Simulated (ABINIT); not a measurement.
# BaTiO3 (Barioperovskite) (Amm2) in ABINIT: reference runs

Aim: a first look at BaTiO3 (Barioperovskite) with PBE, on the cell as given and on a disturbed one.

All numbers are computed with ABINIT 10.8.3 (patched build); they aren't measurements. Logs are shortened: lines on timing, memory, paths and dates and some standing lists are left out, and cuts for length are marked. The log counts tension as positive stress, the text compression.

**1. Starting point**

Symmetry: Amm2, No. 38, orthorhombic system. The conventional cell has a = 3.986 Å, b = 5.674 Å, c = 5.690 Å, α = 90.00°, β = 90.00°, γ = 90.00°. Ba (site symmetry mm2) is surrounded by 12 O at 2.77 to 2.92 Å. Ti (site symmetry mm2) is surrounded by 6 O at 1.93 to 2.09 Å. Around O (site symmetry m) lie 2 Ti at 1.93 to 2.09 Å. O (site symmetry mm2) has 2 Ti at 2.00 Å as nearest neighbours.

**2. Single point, PBE**

run.abi reads:

```
# Pseudopotentials
pp_dirpath "./"
pseudos "Ba.GGA_PBE-JTH.xml, Ti.GGA_PBE-JTH.xml, O.GGA_PBE-JTH.xml"

# Structure
acell 3.9855 4.0178203211 4.0178203211 Angstrom
rprim
     1.0000000000     0.0000000000     0.0000000000
     0.0000000000     0.7060793598     0.7081327119
     0.0000000000    -0.7060793598     0.7081327119
ntypat 3
znucl 56 22 8
natom 5
typat 1 2 3 3 3
xred
     0.0000000000     0.0000000000     0.0000000000
     0.5000000000     0.5124000000     0.5124000000
     0.5000000000     0.9918400000     0.5052400000
     0.5000000000     0.5052400000     0.9918400000
     0.0000000000     0.4874000000     0.4874000000
chkprim 0
chksymtnons 0
tolsym 1.0e-6

# Plane-wave basis
ecut 23.0
pawecutdg 45.0
pawxcdev 0

# k points
kptopt 1
ngkpt 7 7 7
nshiftk 1
shiftk 0.0 0.0 0.0

# Exchange and correlation
ixc 11

# Bands and occupations
nband 24
occopt 3
tsmear 0.00183747

# SCF cycle
nstep 100
tolvrs 1.0e-9

# Output
iomode 3
prtwf 0
prtden 0
prteig 0
prtebands 0
enunit 1
```

Potentials or basis: JTH PAW PBE v2.0.

Launch:

```bash
mpirun --bind-to none -np 4 abinit run.abi > log 2>&1
```

run.abo:

```text
.Version 10.8.3 of ABINIT
 Symmetries : space group Am m 2 (# 38); Bravais oC (1-face-center ortho.)
================================================================================
 Values of the parameters that define the memory need of the present run
     intxc =       0    ionmov =       0      iscf =      17    lmnmax =      18
     lnmax =       6     mgfft =      36  mpssoang =       3    mqgrid =    3001
     natom =       5  nloc_mem =       2    nspden =       1   nspinor =       1
    nsppol =       1      nsym =       4    n1xccc =       1    ntypat =       3
    occopt =       3   xclevel =       2
       mpw =        2304          nfft =       46656          nkpt =          64
Pmy_natom=         2
 PAW method is used; the additional fine FFT grid is defined by:
   mgfftf=        48    nfftf =    110592
================================================================================
================================================================================

--------------------------------------------------------------------------------
------------- Echo of variables that govern the present computation ------------
--------------------------------------------------------------------------------
 -outvars: echo values of preprocessed input variables --------
            acell      7.5315034748E+00  7.5925800300E+00  7.5925800300E+00 Bohr
              amu      1.37327000E+02  4.78800000E+01  1.59994000E+01
          chkprim           0
      chksymtnons           0
             ecut      2.30000000E+01 Hartree
           enunit           1
                       outvar_i_n : Printing only first  50 k-points.
              ixc          11
                       outvar_i_n : Printing only first  50 k-points.
         kptrlatt        7    0    0      0    7    0      0    0    7
          kptrlen      5.27205243E+01
            natom           5
            nband          24
            ngfft          36      36      36
          ngfftdg          48      48      48
             nkpt          64
            nstep         100
             nsym           4
           ntypat           3
                       prtocc : prtvol=0, do not print more k-points.
           occopt           3
        pawecutdg      4.50000000E+01 Hartree
         pawxcdev           0
           prtden           0
        prtebands           0
           prteig           0
            prtwf           0
            rprim      1.0000000000E+00  0.0000000000E+00  0.0000000000E+00
                       0.0000000000E+00  7.0607935980E-01  7.0813271190E-01
                       0.0000000000E+00 -7.0607935980E-01  7.0813271190E-01
          spgroup          38
           tolsym      1.00000000E-06
           tolvrs      1.00000000E-09
           tsmear      1.83747000E-03 Hartree
            typat      1  2  3  3  3
           useylm           1
                       outvars : Printing only first  50 k-points.
           xangst      0.0000000000E+00  0.0000000000E+00  0.0000000000E+00
                       1.9927500000E+00 -4.9833444002E-17  2.9157097199E+00
                       1.9927500000E+00  1.3804355401E+00  4.2594171619E+00
                       1.9927500000E+00 -1.3804355401E+00  4.2594171619E+00
                       0.0000000000E+00  1.4082955070E-18  2.7734522199E+00
            xcart      0.0000000000E+00  0.0000000000E+00  0.0000000000E+00
                       3.7657517374E+00 -9.4171561074E-17  5.5098928333E+00
                       3.7657517374E+00  2.6086451052E+00  8.0491318919E+00
                       3.7657517374E+00 -2.6086451052E+00  8.0491318919E+00
                       0.0000000000E+00  2.6612928127E-18  5.2410651189E+00
             xred      0.0000000000E+00  0.0000000000E+00  0.0000000000E+00
                       5.0000000000E-01  5.1240000000E-01  5.1240000000E-01
                       5.0000000000E-01  9.9184000000E-01  5.0524000000E-01
                       5.0000000000E-01  5.0524000000E-01  9.9184000000E-01
                       0.0000000000E+00  4.8740000000E-01  4.8740000000E-01
            znucl       56.00000   22.00000    8.00000

================================================================================

 chkinp: Checking input parameters for consistency.

================================================================================
== DATASET  1 ==================================================================

--- !DatasetInfo
iteration_state: {dtset: 1, }
dimensions: {natom: 5, nkpt: 64, mband: 24, nsppol: 1, nspinor: 1, nspden: 1, mpw: 2304, }
cutoff_energies: {ecut:  23.0, pawecutdg:  45.0, }
electrons: {nelect:   4.00000000E+01, charge:   0.00000000E+00, occopt:   3.00000000E+00, tsmear:   1.83747000E-03, }
[... 116 lines left out ...]
...

 Integrated electronic density in atomic spheres:
 ------------------------------------------------
 Atom  Sphere_radius  Integrated_density
    1        2.31519          6.54652665
    2        2.30803         10.27459780
    3        1.41465          4.55542729
    4        1.41465          4.55542729
    5        1.41465          4.56432053

================================================================================

 ----iterations are completed or convergence reached----

 Mean square residual over all n,k,spin=   12.057E-08; max=  54.232E-06
 reduced coordinates (array xred) for    5 atoms
       0.000000000000      0.000000000000      0.000000000000
       0.500000000000      0.512400000000      0.512400000000
       0.500000000000      0.991840000000      0.505240000000
       0.500000000000      0.505240000000      0.991840000000
       0.000000000000      0.487400000000      0.487400000000
 rms dE/dt=  1.8598E-02; max dE/dt=  2.8753E-02; dE/dt below (all hartree)
    1       0.000000000000     -0.016337696329     -0.016337696329
    2       0.000000000000     -0.016427066790     -0.016427066790
    3       0.000000000000      0.026442287592      0.028753149355
    4       0.000000000000      0.028753149355      0.026442287592
    5       0.000000000000     -0.023052376837     -0.023052376837

 cartesian coordinates (angstrom) at end:
    1      0.00000000000000     0.00000000000000     0.00000000000000
    2      1.99275000000000    -0.00000000000000     2.91570971990518
    3      1.99275000000000     1.38043554005534     4.25941716186148
    4      1.99275000000000    -1.38043554005534     4.25941716186148
    5      0.00000000000000     0.00000000000000     2.77345221990980

 cartesian forces (hartree/bohr) at end:
    1     -0.00000000000000    -0.00000000000000     0.00301556626459
    2     -0.00000000000000    -0.00000000000000     0.00303218852045
    3     -0.00000000000000     0.00021552669839    -0.00515610139798
    4     -0.00000000000000    -0.00021552669839    -0.00515610139798
    5     -0.00000000000000     0.00000000000000     0.00426444801093
 frms,max,avg= 2.4459080E-03 5.1561014E-03   0.000E+00  0.000E+00  2.313E-05 h/b

 cartesian forces (eV/Angstrom) at end:
    1     -0.00000000000000    -0.00000000000000     0.15506665204205
    2     -0.00000000000000    -0.00000000000000     0.15592140280527
    3     -0.00000000000000     0.01108282843510    -0.26513739418171
    4     -0.00000000000000    -0.01108282843510    -0.26513739418171
    5     -0.00000000000000     0.00000000000000     0.21928673351609
 frms,max,avg= 1.2577365E-01 2.6513739E-01   0.000E+00  0.000E+00  1.189E-03 e/A
 length scales=  7.531503474805  7.592580029986  7.592580029986 bohr
              =  3.985500000000  4.017820321100  4.017820321100 angstroms
 Fermi (or HOMO) energy (eV) =   5.08862   Average Vxc (eV)= -11.30788
 Eigenvalues (   eV  ) for nkpt=  64  k points:
 kpt#   1, nband= 24, wtk=  0.00292, kpt=  0.0000  0.0000  0.0000 (reduced coord)
 -52.38505  -28.61969  -28.61831  -28.60299  -20.68286  -12.74962  -12.08490  -12.06916
  -5.86299   -5.85730   -5.84142    1.84853    1.85076    1.85133    2.92854    2.98479
   3.03982    3.78254    3.88602    3.93036    6.00026    6.06328    6.21966    8.18917
 prteigrs : prtvol=0 or 1, do not print more k-points.

--- !EnergyTerms
iteration_state     : {dtset: 1, }
comment             : Components of total free energy in Hartree
kinetic             :  3.97004012690276E+01
hartree             :  2.94581063399535E+01
xc                  : -2.18717598258815E+01
Ewald energy        : -1.03458783780569E+02
psp_core            :  9.30123218575888E+00
local_psp           : -9.02682424484565E+01
PAW spherical_terms :  3.87992645119982E+00
internal            : -1.33259119808967E+02
'-kT*entropy'       : -1.44647687439238E-11
total_energy        : -1.33259119808982E+02
total_energy_eV     : -3.62616537992167E+03
...

--- !EnergyTermsDC
iteration_state     : {dtset: 1, }
comment             : '"Double-counting" decomposition of free energy'
band_energy         : -1.42988331894070E+01
Ewald energy        : -1.03458783780569E+02
psp_core            :  9.30123218575888E+00
xc_dc               : -2.77458854070757E+01
PAW spherical_terms :  2.94314911553824E+00
internal            : -1.33259121075755E+02
'-kT*entropy'       : -1.44647687439238E-11
total_energy_dc     : -1.33259121075769E+02
total_energy_dc_eV  : -3.62616541439270E+03
...

--- !EnergyTermsWithPAWCore
iteration_state     : {dtset: 1, }
comment             : 'Components of total free energy, including PAW core contributions'
Total energy        : -9.21556022607430E+03
Total energy DC     : -9.21556022734108E+03
Total energy (eV)   : -2.50768168784808E+05
Total energy DC (eV): -2.50768168819279E+05
...

 Cartesian components of stress tensor (hartree/bohr^3)
  sigma(1 1)= -1.22538686E-04  sigma(3 2)=  0.00000000E+00
  sigma(2 2)= -1.27000682E-04  sigma(3 1)=  0.00000000E+00
  sigma(3 3)= -1.05373154E-04  sigma(2 1)=  0.00000000E+00

-Cartesian components of stress tensor (GPa)         [Pressure=  3.4806E+00 GPa]
- sigma(1 1)= -3.60521262E+00  sigma(3 2)=  0.00000000E+00
- sigma(2 2)= -3.73648907E+00  sigma(3 1)=  0.00000000E+00
- sigma(3 3)= -3.10018521E+00  sigma(2 1)=  0.00000000E+00

== END DATASET(S) ==============================================================
================================================================================

 -outvars: echo values of variables after computation  --------
            acell      7.5315034748E+00  7.5925800300E+00  7.5925800300E+00 Bohr
           etotal     -1.3325912108E+02
            fcart     -0.0000000000E+00 -1.2418253954E-19  3.0155662646E-03
                      -0.0000000000E+00 -4.5475420281E-20  3.0321885205E-03
                      -0.0000000000E+00  2.1552669839E-04 -5.1561013980E-03
                      -0.0000000000E+00 -2.1552669839E-04 -5.1561013980E-03
                      -0.0000000000E+00  9.0979085582E-20  4.2644480109E-03
            rprim      1.0000000000E+00  0.0000000000E+00  0.0000000000E+00
                       0.0000000000E+00  7.0607935980E-01  7.0813271190E-01
                       0.0000000000E+00 -7.0607935980E-01  7.0813271190E-01
           strten     -1.2253868619E-04 -1.2700068202E-04 -1.0537315368E-04
                       0.0000000000E+00  0.0000000000E+00  0.0000000000E+00
           xangst      0.0000000000E+00  0.0000000000E+00  0.0000000000E+00
                       1.9927500000E+00 -4.9833444002E-17  2.9157097199E+00
                       1.9927500000E+00  1.3804355401E+00  4.2594171619E+00
                       1.9927500000E+00 -1.3804355401E+00  4.2594171619E+00
                       0.0000000000E+00  1.4082955070E-18  2.7734522199E+00
             xred      0.0000000000E+00  0.0000000000E+00  0.0000000000E+00
                       5.0000000000E-01  5.1240000000E-01  5.1240000000E-01
                       5.0000000000E-01  9.9184000000E-01  5.0524000000E-01
                       5.0000000000E-01  5.0524000000E-01  9.9184000000E-01
                       0.0000000000E+00  4.8740000000E-01  4.8740000000E-01
 Calculation completed.
```

It took 48 s on 4 MPI ranks of Arm Neoverse V1, shared host; peak memory 0.52 GiB.

What came out:

* Free energy: -3626.1654 eV
* Pressure: 3.5 GPa
* Largest force: 0.265 eV/Å
* Band gap on the k mesh: 1.94 eV, indirect (least direct gap 2.07 eV)

Forces on the atoms (eV/Å):
```
Ba   0.000  0.000  0.155
Ti   0.000  0.000  0.156
O    0.000  0.011 -0.265
O    0.000 -0.011 -0.265
O    0.000  0.000  0.219
```

Stress tensor (GPa, compression positive):
```
3.61 0.00 0.00
0.00 3.74 0.00
0.00 0.00 3.10
```

Levels at points of the mesh, in eV from the valence-band top:
```csv
k point,band 17,band 18,band 19,band 20,band 21,band 22,band 23,band 24
"(0.00, 0.00, 0.00)",-1.02,-0.28,-0.17,-0.13,1.94,2.00,2.16,4.13
```

Caveat: this set's barium file shifts pressures by 1.5 GPa and gaps by 0.1 eV against other sets; spin-orbit coupling is left out, which moves the levels of the heavy elements; an odd mesh through Γ misses points on the zone boundary, where band edges often lie; the atomic spheres overlap. PBE gaps usually lie below the measured ones, often by a third to a half.

**3. Single point, PBE (atoms moved at random, drawn with an rms of 0.05 Å)**

run.abi reads:

```
# Pseudopotentials
pp_dirpath "./"
pseudos "Ba.GGA_PBE-JTH.xml, Ti.GGA_PBE-JTH.xml, O.GGA_PBE-JTH.xml"

# Structure
acell 3*1.0 Angstrom
rprim
     3.9855000000     0.0000000000     0.0000000000
     0.0000000000     2.8369000000     2.8451500000
     0.0000000000    -2.8369000000     2.8451500000
ntypat 3
znucl 56 22 8
natom 5
typat 1 2 3 3 3
xred
     0.0005220000    -0.0001460000     0.0060690000
     0.5039280000     0.5132700000     0.5199710000
     0.5003990000     0.9771650000     0.5031310000
     0.5168270000     0.5021070000     1.0096530000
     0.0052460000     0.4897220000     0.5025510000
chkprim 0
chksymtnons 0
tolsym 1.0e-6

# Plane-wave basis
ecut 625.861884 eV
pawecutdg 45.0
pawxcdev 0
pawovlp 30

# k points
kptopt 1
ngkpt 7 7 7
nshiftk 1
shiftk 0.0 0.0 0.0

# Exchange and correlation
ixc 11

# Bands and occupations
nband 24
occopt 3
tsmear 0.00183747

# SCF cycle
nstep 100
tolvrs 1.0e-9

# Output
iomode 3
prtwf 0
prtden 0
prteig 0
prtebands 0
enunit 1
```

Potentials or basis: JTH PAW PBE v2.0.

Launch:

```bash
mpirun --bind-to none -np 4 abinit run.abi > log 2>&1
```

run.abo:

```text
.Version 10.8.3 of ABINIT
 Symmetries : space group P1 (#  1); Bravais aP (primitive triclinic)
================================================================================
 Values of the parameters that define the memory need of the present run
     intxc =       0    ionmov =       0      iscf =      17    lmnmax =      18
     lnmax =       6     mgfft =      36  mpssoang =       3    mqgrid =    3001
     natom =       5  nloc_mem =       2    nspden =       1   nspinor =       1
    nsppol =       1      nsym =       1    n1xccc =       1    ntypat =       3
    occopt =       3   xclevel =       2
       mpw =        2304          nfft =       46656          nkpt =         172
Pmy_natom=         2
 PAW method is used; the additional fine FFT grid is defined by:
   mgfftf=        48    nfftf =    110592
================================================================================
================================================================================

--------------------------------------------------------------------------------
------------- Echo of variables that govern the present computation ------------
--------------------------------------------------------------------------------
 -outvars: echo values of preprocessed input variables --------
            acell      1.8897261259E+00  1.8897261259E+00  1.8897261259E+00 Bohr
              amu      1.37327000E+02  4.78800000E+01  1.59994000E+01
          chkprim           0
      chksymtnons           0
             ecut      2.30000000E+01 Hartree
[... 280 lines left out ...]
  sigma(2 2)= -1.45748322E-04  sigma(3 1)=  8.95678153E-07
  sigma(3 3)= -1.38798081E-04  sigma(2 1)= -1.29426800E-06

-Cartesian components of stress tensor (GPa)         [Pressure=  4.1424E+00 GPa]
- sigma(1 1)= -4.05548579E+00  sigma(3 2)= -1.21639784E+00
- sigma(2 2)= -4.28806369E+00  sigma(3 1)=  2.63517610E-02
- sigma(3 3)= -4.08358052E+00  sigma(2 1)= -3.80786792E-02

== END DATASET(S) ==============================================================
================================================================================

 -outvars: echo values of variables after computation  --------
            acell      1.8897261259E+00  1.8897261259E+00  1.8897261259E+00 Bohr
           etotal     -1.3325859347E+02
            fcart      2.4879658425E-03 -1.8518916115E-03  3.4231456772E-03
                      -8.1548303987E-04  3.3951133769E-03  9.8252055522E-04
                       1.1517488755E-03  1.7157766063E-03  6.2842427178E-03
                      -5.3021470254E-03  1.2392407391E-03 -1.1253145818E-02
                       2.4779153473E-03 -4.4982391107E-03  5.6323686779E-04
            rprim      3.9855000000E+00  0.0000000000E+00  0.0000000000E+00
                       0.0000000000E+00  2.8369000000E+00  2.8451500000E+00
                       0.0000000000E+00 -2.8369000000E+00  2.8451500000E+00
           strten     -1.3784316019E-04 -1.4574832248E-04 -1.3879808083E-04
                      -4.1344522247E-05  8.9567815263E-07 -1.2942679988E-06
           xangst      2.0804310000E-03 -1.7631333500E-02  1.6851823450E-02
                       2.0084050440E+00 -1.9010066900E-02  2.9397256311E+00
                       1.9943402145E+00  1.3447870546E+00  4.2116641644E+00
                       2.0598140085E+00 -1.4398572474E+00  4.3011839640E+00
                       2.0907933000E-02 -3.6394590100E-02  2.8231655259E+00
             xred      5.2200000000E-04 -1.4600000000E-04  6.0690000000E-03
                       5.0392800000E-01  5.1327000000E-01  5.1997100000E-01
                       5.0039900000E-01  9.7716500000E-01  5.0313100000E-01
                       5.1682700000E-01  5.0210700000E-01  1.0096530000E+00
                       5.2460000000E-03  4.8972200000E-01  5.0255100000E-01
 Calculation completed.
```

It took 2 min on 4 MPI ranks of Arm Neoverse V1, shared host; peak memory 0.68 GiB.

What came out:

```
Free energy            : -3626.1511 eV
Pressure               : 4.1 GPa
Largest force          : 0.643 eV/Å
Band gap on the k mesh : 1.96 eV, indirect (least direct gap 2.14 eV)
```

Forces on the atoms (eV/Å):
```
Ba   0.128 -0.095  0.176
Ti  -0.042  0.175  0.051
O    0.059  0.088  0.323
O   -0.273  0.064 -0.579
O    0.127 -0.231  0.029
```

Stress tensor (GPa, compression positive):
```
 4.06  0.04 -0.03
 0.04  4.29  1.22
-0.03  1.22  4.08
```

Caveat: this set's barium file shifts pressures by 1.5 GPa and gaps by 0.1 eV against other sets; spin-orbit coupling is left out, which moves the levels of the heavy elements; an odd mesh through Γ misses points on the zone boundary, where band edges often lie; the atomic spheres overlap.
